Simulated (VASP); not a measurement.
Set up this calculation in VASP 6.6.1, as the native input.

| Item | Value |
| --- | --- |
| Task | single point |
| Functional | r2SCAN |
| Potentials or basis | VASP PAW PBE potentials, release 64 (Sn_d, O) |
| Cutoff | 520 eV |
| k mesh | 8 × 8 × 8 |
| Occupations | fermi-dirac, width 0.02 eV |
| Spin | no spin polarisation |
| Dipole correction | no |
| Further INCAR settings | ALGO = Normal; EDIFF = 1e-07; NBANDS = 17 |

SnO:

```
Sn O
1.0
    -0.14985    2.47972    2.47972
     2.47972   -0.14985    2.47972
     2.47972    2.47972   -0.14985
Sn O
1 1
Direct
  0.00000 0.00000 0.00000
  0.50000 0.50000 0.50000
```

The cell was built by a generator and needn't be a form met in nature.

The cell isn't the ideal one: epitaxial_111 strain +3.6%.

One way to write it, as run:

POSCAR

```
SnO
1.0
   -0.1498499310      2.4797228489      2.4797228489
    2.4797228489     -0.1498499310      2.4797228489
    2.4797228489      2.4797228489     -0.1498499310
Sn O
1 1
Direct
    0.0000000000      0.0000000000      0.0000000000
    0.5000000000      0.5000000000      0.5000000000
```

INCAR.step1

```
PREC = Accurate
ENCUT = 520
ISMEAR = -1
SIGMA = 0.02
LREAL = F
LASPH = T
NELM = 100
NBANDS = 17
GGA = PE
ALGO = Normal
EDIFF = 1E-4
LWAVE = T
LCHARG = F
```

INCAR.step2

```
PREC = Accurate
ENCUT = 520
EDIFF = 1E-7
ISMEAR = -1
SIGMA = 0.02
LREAL = F
LASPH = T
NELM = 100
ALGO = Normal
ISIF = 2
LWAVE = F
LCHARG = F
METAGGA = R2SCAN
LMIXTAU = T
NBANDS = 17
ISTART = 1
```

KPOINTS

```
regular mesh
0
Gamma
  8 8 8
```

Potentials or basis: VASP PAW PBE potentials, release 64 (Sn_d, O).

Run with:

```console
$ cat potpaw_PBE.64/Sn_d/POTCAR potpaw_PBE.64/O/POTCAR > POTCAR
$ cp INCAR.step1 INCAR
$ mpirun -np 1 vasp_std > vasp.out
$ cp INCAR.step2 INCAR
$ mpirun -np 1 vasp_std > vasp.out
```

Results of the run:

* Pressure: -2.3 GPa
* Band gap on the k mesh: 0.60 eV, indirect (least direct gap 0.82 eV)

Caveat: the PAW data sets were made with another functional, which shifts forces and pressure a little; spin-orbit coupling is left out, which moves the levels of the heavy elements.

It took 2.2 min on 1 thread of Intel(R) Xeon(R) Platinum 8488C (Sapphire Rapids), on a shared host, peak memory 0.18 GiB.
